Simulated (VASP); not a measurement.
A run of VASP 6.6.1:

File INCAR:

```
PREC = Accurate
ENCUT = 600
EDIFF = 1E-7
ISMEAR = 0
SIGMA = 0.03
LREAL = False
LASPH = True
NELM = 80
ALGO = Normal
ISIF = 3
LWAVE = False
LCHARG = False
GGA = PE
IBRION = 2
NSW = 90
EDIFFG = -0.005
KPAR = 2
```

File KPOINTS:

```
Automatic mesh
0
Gamma
  9 9 5
```

POSCAR

```
ZnO                                     
1.0
    3.2863600658     -0.0000000000      0.0000000000
   -1.6431800329      2.8460713002     -0.0000000000
    0.0000000000     -0.0000000000      5.2998173486
  Zn              O             
     2     2
Direct
     0.3333333300000021    0.6666666699999979    0.4998171919517601
     0.6666666699999979    0.3333333300000021    0.9998171919517600
     0.6666666699999979    0.3333333300000021    0.3791928080482408
     0.3333333300000021    0.6666666699999979    0.8791928080482410
```

Potentials or basis: VASP PAW PBE potentials, release 64 (Zn, O).

Run with:

```sh
$ cat potpaw_PBE.64/Zn/POTCAR potpaw_PBE.64/O/POTCAR > POTCAR
$ mpirun -np 2 vasp_std > vasp.out
```

Hardware: 2 MPI ranks on Intel(R) Xeon(R) 6975P-C (Granite Rapids) (shared host).

**Question.** Estimate the wall time of this run.

**Answer.** It took 23 s on 2 MPI ranks on Intel(R) Xeon(R) 6975P-C (Granite Rapids) (shared host), peak memory 0.2 GiB a rank. Counts: scf iterations 27, k points 36, ion steps 3.
